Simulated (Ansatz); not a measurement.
A (110) slab of Cr (Im-3m (No. 229)), 6 planes, outer planes Cr (top) and Cr (bottom), with 6 atoms (Cr6) in a surface cell of A = 5.735 Å², as cut from the bulk:

```xyz
6
Lattice="2.4663 0.0000 0.0000 -0.8221 2.3252 0.0000 0.0000 0.0000 25.0686" Properties=species:S:1:pos:R:3 pbc="T T T"
Cr    0.8221    1.1626    7.5000
Cr    0.0000    0.0000    9.5137
Cr    0.8221    1.1626   11.5274
Cr    0.0000    0.0000   13.5412
Cr    0.8221    1.1626   15.5549
Cr    0.0000    0.0000   17.5686
```

Level of theory: DFT PBE, scalar-relativistic, plane waves, PAW (Ansatz). Cutoff 420 eV; k points 15×15×1 on the computed 6-atom cell (Γ-centred); Gaussian smearing, width 0.10 eV; no spin polarisation. The cell repeats along c with a dipole correction in the vacuum.

Against the same 6 atoms in the bulk, the slab as cut lies 2.350 eV higher and the relaxed slab 2.307 eV higher.

Question: Work out the surface energy before and after relaxation.

Answer: The slab has two faces, so γ = (E_slab − N·E_bulk)/(2A), the mean of both. As cut: 2.350/(2 × 5.735) = 0.2049 eV/Å², and 1 eV/Å² = 16.02 J/m², so γ = 3.28 J/m². Relaxed: 2.307/(2 × 5.735) = 0.2011 eV/Å² = 3.22 J/m². Relaxation recovers 1.8 % of the cost of cutting.

Question: What is the ideal work of this cut, per area?

Answer: Griffith's ideal work is 2γ: 6.56 J/m² if the new faces stay rigid, 6.44 J/m² if they relax. One thickness was run, 6 planes, so γ can still shift with it.

The slab was run without spin polarisation; whether its Cr atoms carry moments at the surface wasn't tested.